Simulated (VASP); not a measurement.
Consider the following.

```
CELL_PARAMETERS angstrom
      0.00000     2.44413     2.44413
      2.44413     0.00000     2.44413
      2.44413     2.44413     0.00000
ATOMIC_POSITIONS crystal
  In 0.00000 0.00000 0.00000
  N  0.25000 0.25000 0.25000
```

Calculation: PBE GGA, VASP's PBE PAW potentials (set 64) (plane waves; VASP). Numerical set-up: 400 eV cut-off, 15×15×15 Γ-centred mesh, Fermi-Dirac smearing of 0.10 eV, potentials In_d N.

At this cut-off the stress carries a Pulay error, which pulls relaxed volumes low. Unless said otherwise, spin-orbit coupling is left out, though it shifts the bands of the heavy elements here.

What does the run give for the energy per atom (σ→0), pressure, band gap (on the k-mesh) with the smallest direct gap where there is one?

```json
{
 "band gap (on the k-mesh)": "none (metal, semimetal or under 0.01 eV)",
 "energy per atom (σ→0)": "-5.280 eV/atom",
 "pressure": "12.62 GPa"
}
```

Only differences to runs with the same potentials and settings are physical.

The structure comes from a computed database's InN entry; how it stands against other phases isn't given here. The cell was not relaxed at this level.
